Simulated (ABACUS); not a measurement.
Crystal: Mo.

```
CELL_PARAMETERS angstrom
-1.58381 1.58381 1.58381
1.58381 -1.58381 1.58381
1.58381 1.58381 -1.58381
ATOMIC_POSITIONS crystal
Mo 0.00000 0.00000 0.00000
```

- Program: ABACUS 3.10.1
- Task: single point
- Functional: PBE
- Potentials or basis: PseudoDojo NC SR 0.4.1 PBE standard
- Cutoff: 1361 eV
- Density cutoff: 5442 eV
- Basis: DZP LCAO (the cutoffs set its grid)
- k mesh: 12 × 12 × 12
- Occupations: fermi-dirac, width 0.05 eV
- Spin: no spin polarisation

On this cell: pressure -1.1 GPa; band gap on the k mesh none (metal or under the smearing width).

The same run follows on a disturbed copy (cell strained at random at fixed volume):

```
Mo
1.0
    -1.59439    1.59130    1.58454
     1.61239   -1.54306    1.55430
     1.60659    1.55526   -1.53630
Mo
1
Direct
  0.99511 0.97150 0.97202
```

Q: What does the disturbed cell give?

A: The energy (extrapolated to zero smearing) moves by +12.6 meV/atom; pressure -0.8 GPa; band gap on the k mesh none (metal or under the smearing width).

Stress tensor (GPa, compression positive):
```
-6.15 -0.85 -1.29
-0.85  1.38 -3.28
-1.29 -3.28  2.28
```

Caveats: the atomic orbitals were generated for these runs and aren't a published set; the basis of atomic orbitals isn't converged, which shifts pressures, moduli and gaps.
